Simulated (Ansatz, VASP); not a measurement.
# Two plane-wave programs on Li2O

```xyz
3
Lattice="0.0000 2.3269 2.3269 2.3269 0.0000 2.3269 2.3269 2.3269 0.0000" Properties=species:S:1:pos:R:3 pbc="T T T"
Li    3.4903    3.4903    3.4903
Li    1.1634    1.1634    1.1634
O     0.0000    0.0000    0.0000
```

The cell comes from a database or a generator and needn't be the stable form of this composition.

Alike in both runs: task single point; functional PBE; k mesh 6 × 6 × 6; occupations gaussian, width 0.1 eV; no spin polarisation.

|  | VASP | Ansatz |
| --- | --- | --- |
| version | VASP 6.6.1 | Ansatz 0.2.0 |
| potentials or method | VASP PAW PBE potentials, release 64 (Li_sv, O) | scalar-relativistic, plane waves, PAW |
| plane-wave cutoff (eV) | 520 | 420 |
| valence electrons in the cell | 12 | 12 |

VASP gave:

- gap on the k mesh at the Fermi level (eV): 4.93
- least direct gap on the mesh (eV): 5.12

Problem. Estimate Ansatz's values.

Solution. gap on the k mesh at the Fermi level (eV): 4.95; least direct gap on the mesh (eV): 5.11.

 PBE gaps usually lie below the measured ones, often by a third to a half. A k mesh can miss the band edges.
